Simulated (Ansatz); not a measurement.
HfO2 under changes of volume

One of the cells (11.532 Å³/atom); the others are scaled copies at fixed shape and fractional positions:

```xyz
12
Lattice="5.1180 0.0000 0.0000 0.0000 5.1857 0.0000 -0.8587 0.0000 5.2139" Properties=species:S:1:pos:R:3 pbc="T T T"
Hf    0.8021    2.3870    3.6914
Hf    3.0279    4.9798    4.1294
Hf    3.4573    2.7987    1.5224
Hf    1.2314    0.2059    1.0845
O    -0.3473    0.8733    4.4146
O     4.1773    3.4661    3.4062
O     4.6066    4.3124    0.7993
O     0.0821    1.7196    1.8076
O     1.4549    3.8473    5.1101
O     2.3751    1.2544    2.7107
O     2.8045    1.3384    0.1038
O     1.8842    3.9313    2.5032
```

- Program: Ansatz 0.2.0
- Functional: PBEsol
- Potentials or basis: Ansatz PAW
- Cutoff: 420 eV (not typed: the program's choice for these potentials)
- k mesh: 5 × 5 × 5
- Occupations: fermi-dirac, width 0.05 eV
- Spin: spin-orbit coupling, no magnetisation

```tsv
volume (Å³/atom)	energy over the lowest point (meV/atom)	pressure (GPa)	gap on the mesh (eV)	largest force (eV/Å)
10.840	26.65	15.1	4.30	0.643
11.070	9.50	8.9	4.23	0.567
11.301	0.86	3.2	4.16	0.501
11.532	0.00	-1.9	4.09	0.444
11.762	?	?	?	?
11.993	18.45	-10.6	3.96	0.361
12.223	36.48	-14.3	3.90	0.335
```

Problem. What does the run at 11.762 Å³/atom give?

Solution. Energy over the lowest point 6.10 meV/atom; pressure -6.5 GPa; gap on the mesh 4.03 eV; largest force 0.397 eV/Å.

Worked out: A Birch-Murnaghan fit of order 3 (a polynomial in V^(-2/3)) to the other rows has its minimum at 11.44 Å³/atom with B0 = V·E''(V) = 250 GPa and B' = 4.1 at fixed shape and positions, which overstates the stiffness. It gives 6.06 meV/atom at 11.762 Å³/atom, against the run's 6.10, and -dE/dV = -6.5 GPa, against -6.5. A straight line through the other rows of the gap, of slope -3.34 eV per unit of ln V, gives 4.03 eV, against the run's 4.03.

Energies are extrapolated to zero smearing.

Caveats: odd divisions of the mesh miss points on the zone boundary, where band edges often lie, so the gap on the mesh can be too wide; the PAW data sets come from PBE, with cores solved anew for the run's functional, which leaves a small shift of forces and pressure.

A mesh can miss the band edges.
